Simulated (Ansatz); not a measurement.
**Ta: equation of state**

One table from this session's results is given with a row withheld; the runs are named, their logs left out.

Program: Ansatz 0.2.0. Level of theory: DFT LDA, scalar-relativistic. These are calculated values, not measurements.

## The structure to begin with

Symmetry: Im-3m, No. 229, cubic system. Conventional cell: a = 3.310 Å, b = 3.310 Å, c = 3.310 Å, α = 90.00°, β = 90.00°, γ = 90.00°. Ta (site symmetry m-3m) has 8 Ta at 2.87 Å as nearest neighbours.

Coordinates:

```
CELL_PARAMETERS angstrom
-1.65493 1.65493 1.65493
1.65493 -1.65493 1.65493
1.65493 1.65493 -1.65493
ATOMIC_POSITIONS crystal
Ta 0.00000 0.00000 0.00000
```

The cell is one relaxed in the Materials Project, used as it stands.

Set-up of the first run:

Contents of input.yaml:

```yaml
crystal:
  lattice:
    - [-1.6214316766, 1.6214316766, 1.6214316766]
    - [1.6214316766, -1.6214316766, 1.6214316766]
    - [1.6214316766, 1.6214316766, -1.6214316766]
  atoms:
    - { symbol: Ta, position: [0.0, 0.0, 0.0] }
kpoints:
  mp_grid: { grid: [14, 14, 14] }
scf:
  occupations: { method: fermi_dirac, width: 0.05 }
hamiltonian:
  xc: lda
  pseudopotentials: { kind: all_electron, lapw: { basis_error: 0.001 } }
output:
  forces: true
  stress: true
  eigenvalues: true
```

Steps of the session up to this table: Volume × 0.9405, LAPW; Volume × 0.9405, PAW; Volume × 0.9405, crystal datasets; Volume × 0.97, LAPW; Volume × 0.97, PAW; Volume × 1.03, LAPW; Volume × 1.03, PAW; Volume × 1.06, LAPW; Volume × 1.06, PAW; Volume × 1.06, crystal datasets.

One table of the session follows, with a row left open; its other results are not shown here.

| method | volume (Å³/atom) | pressure (GPa) |
| --- | --- | --- |
| LAPW | 17.051 | 2.41 |
| LAPW | 17.586 | -4.26 |
| LAPW | 18.130 | -10.14 |
| LAPW | 18.674 | -15.22 |
| LAPW | 19.218 | -19.58 |
| PAW | 17.051 | 2.62 |
| PAW | 17.586 | -4.12 |
| PAW | 18.130 | -10.08 |
| PAW | 18.674 | ? |
| PAW | 19.218 | -19.61 |
| crystal datasets | 17.051 | 2.41 |
| crystal datasets | 18.130 | -10.14 |
| crystal datasets | 19.218 | -19.58 |

**Question.** Estimate the row for PAW, 18.674.

As computed: pressure (GPa): -15.21. In the column «pressure (GPa)» it lies between LAPW, 18.674 (-15.22) and LAPW, 18.130 (-10.14).

Limits of these values: Spin-orbit coupling is left out, though the cell holds Ta; in elements this heavy it can shift bands and gaps by tenths of an eV. Warnings in the runs' records: gradients without spin orbit, crystal datasets made.
